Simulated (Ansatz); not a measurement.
Bulk crystal (AlAs) after relaxation:

Space group F-43m (No. 216). a = 5.728 Å, b = 5.728 Å, c = 5.728 Å, α = 90.00°, β = 90.00°, γ = 90.00°
| atom | site | symmetry | x | y | z |
| --- | --- | --- | --- | --- | --- |
| Al | 4a | -43m | 0.0000 | 0.0000 | 0.0000 |
| As | 4c | -43m | 0.2500 | 0.2500 | 0.2500 |

Miller indices refer to the conventional cell of F-43m (No. 216), a = 5.728 Å, b = 5.728 Å, c = 5.728 Å, α = 90.00°, β = 90.00°, γ = 90.00°. The bulk's gap is 1.50 eV.

The (100) slab of 9 planes, 11.5 Å thick with 15 Å of vacuum as cut; outer planes As (top) and As (bottom).

Level of theory: Ansatz 0.2.0, DFT PBE, scalar-relativistic, plane waves, PAW. Settings: cutoff 420 eV, Γ-centred mesh 7×7×1 on the computed 9-atom cell, Gaussian smearing of 0.05 eV; no spin polarisation. A dipole correction removes the field between periodic images along c.

The slab isn't stoichiometric (Al4As5), so its surface energy depends on the chemical potentials; it is given with the excess atoms taken from the element's standard state, a limit at which the compound may itself be unstable, so the figure can be too low. This cut of an insulator is polar or leaves open shells, so the slab is metallic here; real surfaces compensate by reconstruction or adsorbates.

Results for the relaxed slab:

| Item | Value |
| --- | --- |
| Surface energy with the excess atoms taken from the elements | 1.56 J/m² |
| Gap of the slab on the mesh | none (metal or semimetal) |
| Work function | 6.01 eV |

Relaxation lowers the energy by 0.004 J/m² a face; the largest move is 0.019 Å.

```tsv
plane (bottom to top)	atoms	spacing to next, bulk (Å)	relaxed (Å)	change (%)
1	As	1.432	1.407	-1.7
2	Al	1.432	1.461	+2.0
3	As	1.432	1.413	-1.3
4	Al	1.432	1.441	+0.6
5	As	1.432	1.441	+0.6
6	Al	1.432	1.413	-1.3
7	As	1.432	1.461	+2.0
8	Al	1.432	1.407	-1.7
9	As
```